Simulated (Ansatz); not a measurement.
# Barium, dhcp under PBEsol: structure, energy and stiffness, part 1 of 2

The plan for barium in the dhcp structure: relax it, solve it on a dense k-mesh, then scale the cell to 7 volumes from 88 to 112 % of the relaxed one and try a fit of the equation of state. Spin polarisation is left out. The k-meshes are 8×8×3 for the relaxation; 11×11×3 for the dense run; 10×10×3 for the volumes.

Method: DFT PBEsol, plane waves (420 eV) with PAW, scalar-relativistic; PBE-made PAW files, in Ansatz 0.2.0.

## (1) The structure to begin with

The structure is hexagonal, space group P6_3/mmc (No. 194). The conventional cell has a = 4.454 Å, b = 4.454 Å, c = 14.548 Å, α = 90.00°, β = 90.00°, γ = 120.00°. Ba (site symmetry -3m) is surrounded by 12 Ba at 4.45 Å. Ba (site symmetry -6m2) is surrounded by 12 Ba at 4.45 Å.

Coordinates:

```xyz
4
Lattice="4.4545 0.0000 0.0000 -2.2272 3.8577 0.0000 0.0000 0.0000 14.5484" Properties=species:S:1:pos:R:3 pbc="T T T"
Ba    0.0000    0.0000    0.0000
Ba    0.0000    0.0000    7.2742
Ba    0.0000    2.5718    3.6371
Ba    2.2272    1.2859   10.9113
```

## (2) Relaxing cell and atoms

Input file input.yaml:

```yaml
crystal:
  lattice:
    - [4.454487373, 0.0, 0.0]
    - [-2.2272436865, 3.8576992259, 0.0]
    - [0.0, 0.0, 14.5483557602]
  atoms:
    - { symbol: Ba, position: [0.0, 0.0, 0.0] }
    - { symbol: Ba, position: [0.0, 0.0, 0.5] }
    - { symbol: Ba, position: [0.3333333333, 0.6666666667, 0.25] }
    - { symbol: Ba, position: [0.6666666667, 0.3333333333, 0.75] }
hamiltonian:
  xc: pbesol
  pseudopotentials:
    kind: paw
    azcp:
      Ba: "pseudopotentials/Ba.paw.azcp"
basis:
  ecutwfc: 420
  fft_grid_basis: typed
kpoints:
  mp_grid: { grid: [8, 8, 3], shift: [0, 0, 0] }
magnetization:
  spin_polarized: false
scf:
  occupations: { method: fermi_dirac, width: 0.1 }
relax:
  max_steps: 60
  f_tol: 0.01
  cell: {}
```

Output, shortened:

```text
Warning: <dir> the record states the generating functional pbe (its physics header spells it `PBE`), which answers neither for hamiltonian.xc's functional nor for the pbesol family's — results may be inconsistent (PPs are generated against a specific XC)
Warning: RAYON_NUM_THREADS=2 ignored (pool sized by the plan → 2); use --threads N
[...]
Pseudopotentials: kind: paw
Pseudopotential: Ba, paw, valence charge 10, recommended cutoff 420 eV (normal), <dir>
Functional definition: PBEsol
[...]
Crystal: 4 atoms, lattice volume = 250.000 Å³
Basis set: ecut = 420 eV, 4963 PW (Γ), exchange–correlation on 60×60×200 points (8 copies of the dense FFT grid, shifted against one another)
Bands: 24, of which v1, the nominal top of the filled ones, is band 20 counted from 1 (19 counted from 0)
Symmetry: 24 space group operations
Space group: P63/mmc (ITA 194), of the structure as read, at distance tolerance 6.3e-5 Å
k-points: 20 of 192
[...]
SCF iter   1: F=—  HF=-23450.456826 eV  |F-HF|=—  |Δ(HF+E_count)|=         —  Δρ=1.55e-3  dr2=6.19e-3  ethr=1.77e-3  ⟨swp⟩=8.8  Hψ=5651  notcnv=0
[...]
relax step   1: F+E_penalty+E_count = -23450.45666556 eV  Δ(F+E_penalty+E_count) = +0.000e0 eV  max|allowed force component| = 5.782e-18 eV/Å  Δτ_max = 0.0000 Å  P = -0.506 GPa  Ω = 250.000 Å³  (6 SCF iters, dr2 threshold 1.00e-7 eV, accepted)
[...]
relax step   3: F+E_penalty+E_count = -23450.48274667 eV  Δ(F+E_penalty+E_count) = -1.422e-2 eV  max|allowed force component| = 1.662e-18 eV/Å  Δτ_max = 0.0000 Å  P = +0.020 GPa  Ω = 233.595 Å³  energy of the carried Pulay correction = +9.562e-5 eV  (5 SCF iters, dr2 threshold 3.73e-7 eV, accepted)
[...]
relax step   4: F+E_penalty+E_count = -23450.48266801 eV  Δ(F+E_penalty+E_count) = +7.866e-5 eV  max|allowed force component| = 2.747e-18 eV/Å  Δτ_max = 0.0000 Å  P = +0.020 GPa  Ω = 233.595 Å³  stress off target by 2.27e-2 GPa  SCF on the basis re-selected at this cell (its energy is not [...]
SCF converged after 4 iterations
Free energy (F): -23450.482668 eV
[...]
E sigma→0 (E₀):  -23450.372670 eV
Entropy (-TS):   -0.219996 eV (-54.999 meV/atom)
Fermi energy:    6.335672 eV
[...]
--- Forces (eV/Å), atoms counted from 1 ---
  atom   1  Ba     0.00000000    -0.00000000     0.00000000
  atom   2  Ba    -0.00000000    -0.00000000     0.00000000
  atom   3  Ba     0.00000000    -0.00000000     0.00000000
  atom   4  Ba     0.00000000     0.00000000     0.00000000
[...]
--- Stress (GPa, compression-positive) ---
        0.022693       0.000000       0.000000
       -0.000000       0.022693       0.000000
        0.000000       0.000000       0.013814
  P = ⅓ Tr σ = 0.0197 GPa (0.197 kbar)
--- Relaxed structure (3 steps of the walk, 3 accepted, 1 SCFs on fresh bases) ---
  F+E_penalty+E_count = -23450.48266801 eV   max|allowed force component| = 2.747e-18 eV/Å   (the final SCF, on the basis selected at the relaxed cell)
  cell:  # Å, volume = 233.5947 Å³
    - [4.355969088262109, 6.173657543722178e-33, 3.7086353261159e-18]
    - [-2.1779845441310544, 3.7723798885347253, -1.8543176630579506e-18]
    - [1.2112402975008905e-17, -3.261688542855812e-33, 14.215523515938779]
  atoms:
    - { symbol: Ba, position: [-5.805566665223031e-35, 2.0801798252656978e-35, -6.03300100080801e-38] }
    - { symbol: Ba, position: [1.925929944387236e-34, 2.0801798252657037e-35, 0.5] }
    - { symbol: Ba, position: [0.33333333333333337, 0.6666666666666669, 0.25] }
    - { symbol: Ba, position: [0.6666666666666667, 0.33333333333333337, 0.7500000000000001] }
```

Run time: 19 s. Hardware: 2 threads of Arm Neoverse V1, shared host; peak memory 0.51 GiB.

The walk, from the log:

| step | energy change (meV/atom) | largest force (eV/Å) | pressure (GPa) | volume (Å³/atom) |
| --- | --- | --- | --- | --- |
| 1 | 0.00 | 0.0000 | -0.51 | 62.500 |
| 2 | -2.97 | 0.0000 | -0.38 | 61.433 |
| 3 | -6.52 | 0.0000 | 0.02 | 58.399 |
| 4 | -6.50 | 0.0000 | 0.02 | 58.399 |

Steps that repeat a cell are solved on a basis chosen anew, so their changes of energy are no gain of the relaxation.

The cell of the run, before and after:

|  | before | after | change |
| --- | --- | --- | --- |
| a (Å) | 4.454 | 4.356 | -2.2 % |
| b (Å) | 4.454 | 4.356 | -2.2 % |
| c (Å) | 14.548 | 14.216 | -2.3 % |
| volume (Å³/atom) | 62.500 | 58.399 | -6.6 % |
| shortest distance (Å) | 4.454 | 4.354 | -2.3 % |
| space group (spins left aside) | P6_3/mmc | P6_3/mmc | same |

## (3) Dense single point

Input file input.yaml:

```yaml
crystal:
  lattice:
    - [4.3559690883, 0.0, 0.0]
    - [-2.1779845441, 3.7723798885, 0.0]
    - [0.0, 0.0, 14.2155235159]
  atoms:
    - { symbol: Ba, position: [1.0, 0.0, 1.0] }
    - { symbol: Ba, position: [1.0, 0.0, 0.5] }
    - { symbol: Ba, position: [0.3333333333, 0.6666666667, 0.25] }
    - { symbol: Ba, position: [0.6666666667, 0.3333333333, 0.75] }
hamiltonian:
  xc: pbesol
  pseudopotentials:
    kind: paw
    azcp:
      Ba: "pseudopotentials/Ba.paw.azcp"
basis:
  ecutwfc: 420
  fft_grid_basis: typed
kpoints:
  mp_grid: { grid: [11, 11, 3], shift: [0, 0, 0] }
magnetization:
  spin_polarized: false
scf:
  occupations: { method: fermi_dirac, width: 0.1 }
```

Output, shortened:

```text
Warning: <dir> the record states the generating functional pbe (its physics header spells it `PBE`), which answers neither for hamiltonian.xc's functional nor for the pbesol family's — results may be inconsistent (PPs are generated against a specific XC)
Warning: RAYON_NUM_THREADS=2 ignored (pool sized by the plan → 2); use --threads N
[...]
Pseudopotentials: kind: paw
Pseudopotential: Ba, paw, valence charge 10, recommended cutoff 420 eV (normal), <dir>
Functional definition: PBEsol
[...]
Crystal: 4 atoms, lattice volume = 233.595 Å³
Basis set: ecut = 420 eV, 4613 PW (Γ)
Bands: 24, of which v1, the nominal top of the filled ones, is band 20 counted from 1 (19 counted from 0)
Symmetry: 24 space group operations
Space group: P63/mmc (ITA 194), of the structure as read, at distance tolerance 6.2e-5 Å
k-points: 32 of 363
[...]
SCF iter   1: F=—  HF=-23450.479846 eV  |F-HF|=—  |Δ(HF+E_count)|=         —  Δρ=1.58e-3  dr2=5.32e-3  ethr=1.77e-3  ⟨swp⟩=8.5  Hψ=8940  notcnv=0
[...]
SCF iter   6: F=-23450.480071 eV  HF=-23450.480071 eV  |F-HF|=2.69e-9  |Δ(HF+E_count)|=   7.69e-8  Δρ=1.47e-6  dr2=5.75e-9  ethr=2.50e-10  ⟨swp⟩=2.5  Hψ=1719  notcnv=0
[...]
SCF converged after 6 iterations
Free energy (F): -23450.480071 eV
[...]
E sigma→0 (E₀):  -23450.368901 eV
Entropy (-TS):   -0.222340 eV (-55.585 meV/atom)
Fermi energy:    6.334581 eV
[...]
```

Wall time 6.6 s (2 threads of Arm Neoverse V1, shared host); peak memory 0.5 GiB.

## (4) Equation of state: 88 %

input.yaml: that of step 3 with these lines changed.

```diff
@@ -2,5 +2,5 @@
   lattice:
-    - [4.3559690883, 0.0, 0.0]
-    - [-2.1779845441, 3.7723798885, 0.0]
-    - [0.0, 0.0, 14.2155235159]
+    - [4.1742553573, 0.0, 0.0]
+    - [-2.0871276786, 3.6150111813, 0.0]
+    - [0.0, 0.0, 13.6225083306]
   atoms:
@@ -20,3 +20,3 @@
 kpoints:
-  mp_grid: { grid: [11, 11, 3], shift: [0, 0, 0] }
+  mp_grid: { grid: [10, 10, 3], shift: [0, 0, 0] }
 magnetization:
@@ -25 +25,4 @@
   occupations: { method: fermi_dirac, width: 0.1 }
+  lower_state_search: "off"
+output:
+  stress: true
```

Output, shortened:

```text
Warning: <dir> the record states the generating functional pbe (its physics header spells it `PBE`), which answers neither for hamiltonian.xc's functional nor for the pbesol family's — results may be inconsistent (PPs are generated against a specific XC)
Warning: RAYON_NUM_THREADS=2 ignored (pool sized by the plan → 2); use --threads N
[...]
Pseudopotentials: kind: paw
Pseudopotential: Ba, paw, valence charge 10, recommended cutoff 420 eV (normal), <dir>
Functional definition: PBEsol
[...]
Crystal: 4 atoms, lattice volume = 205.563 Å³
Basis set: ecut = 420 eV, 3927 PW (Γ)
Bands: 24, of which v1, the nominal top of the filled ones, is band 20 counted from 1 (19 counted from 0)
Symmetry: 24 space group operations
Space group: P63/mmc (ITA 194), of the structure as read, at distance tolerance 5.9e-5 Å
k-points: 28 of 300
[...]
SCF iter   1: F=—  HF=-23450.374467 eV  |F-HF|=—  |Δ(HF+E_count)|=         —  Δρ=1.73e-3  dr2=6.36e-3  ethr=1.77e-3  ⟨swp⟩=8.3  Hψ=7665  notcnv=0
[...]
SCF iter   6: F=-23450.373883 eV  HF=-23450.373883 eV  |F-HF|=1.60e-9  |Δ(HF+E_count)|=   3.54e-8  Δρ=1.79e-6  dr2=5.88e-9  ethr=2.50e-10  ⟨swp⟩=4.4  Hψ=2699  notcnv=0
[...]
SCF converged after 6 iterations
Free energy (F): -23450.373883 eV
[...]
E sigma→0 (E₀):  -23450.267140 eV
Entropy (-TS):   -0.213486 eV (-53.371 meV/atom)
Fermi energy:    7.406678 eV
[...]
--- Stress (GPa, compression-positive) ---
        1.270679      -0.000000      -0.000000
       -0.000000       1.270679       0.000000
       -0.000000       0.000000       1.221329
  P = ⅓ Tr σ = 1.2542 GPa (12.542 kbar)
```

Wall time 5.9 s (2 threads of Arm Neoverse V1, shared host); peak memory 0.47 GiB.

## (5) Equation of state: 92 %

input.yaml: that of step 4 with these lines changed.

```diff
@@ -2,5 +2,5 @@
   lattice:
-    - [4.1742553573, 0.0, 0.0]
-    - [-2.0871276786, 3.6150111813, 0.0]
-    - [0.0, 0.0, 13.6225083306]
+    - [4.2365668626, 0.0, 0.0]
+    - [-2.1182834313, 3.6689745278, 0.0]
+    - [0.0, 0.0, 13.8258593305]
   atoms:
```

Output, shortened:

```text
Warning: <dir> the record states the generating functional pbe (its physics header spells it `PBE`), which answers neither for hamiltonian.xc's functional nor for the pbesol family's — results may be inconsistent (PPs are generated against a specific XC)
Warning: RAYON_NUM_THREADS=2 ignored (pool sized by the plan → 2); use --threads N
[...]
Pseudopotentials: kind: paw
Pseudopotential: Ba, paw, valence charge 10, recommended cutoff 420 eV (normal), <dir>
Functional definition: PBEsol
[...]
Crystal: 4 atoms, lattice volume = 214.907 Å³
Basis set: ecut = 420 eV, 4169 PW (Γ)
Bands: 24, of which v1, the nominal top of the filled ones, is band 20 counted from 1 (19 counted from 0)
Symmetry: 24 space group operations
Space group: P63/mmc (ITA 194), of the structure as read, at distance tolerance 6.0e-5 Å
k-points: 28 of 300
[...]
SCF iter   1: F=—  HF=-23450.433439 eV  |F-HF|=—  |Δ(HF+E_count)|=         —  Δρ=1.65e-3  dr2=5.67e-3  ethr=1.77e-3  ⟨swp⟩=8.3  Hψ=7722  notcnv=0
[...]
SCF iter   6: F=-23450.433155 eV  HF=-23450.433155 eV  |F-HF|=1.20e-9  |Δ(HF+E_count)|=   5.91e-8  Δρ=1.16e-6  dr2=3.10e-9  ethr=2.50e-10  ⟨swp⟩=4.1  Hψ=2686  notcnv=0
[...]
SCF converged after 6 iterations
Free energy (F): -23450.433155 eV
[...]
E sigma→0 (E₀):  -23450.324116 eV
Entropy (-TS):   -0.218079 eV (-54.520 meV/atom)
Fermi energy:    7.019440 eV
[...]
--- Stress (GPa, compression-positive) ---
        0.801520       0.000000      -0.000000
        0.000000       0.801520       0.000000
       -0.000000       0.000000       0.764048
  P = ⅓ Tr σ = 0.7890 GPa (7.890 kbar)
```

Wall time 7.4 s (2 threads of Arm Neoverse V1, shared host); peak memory 0.48 GiB.

(Continued in part 2 of 2.)
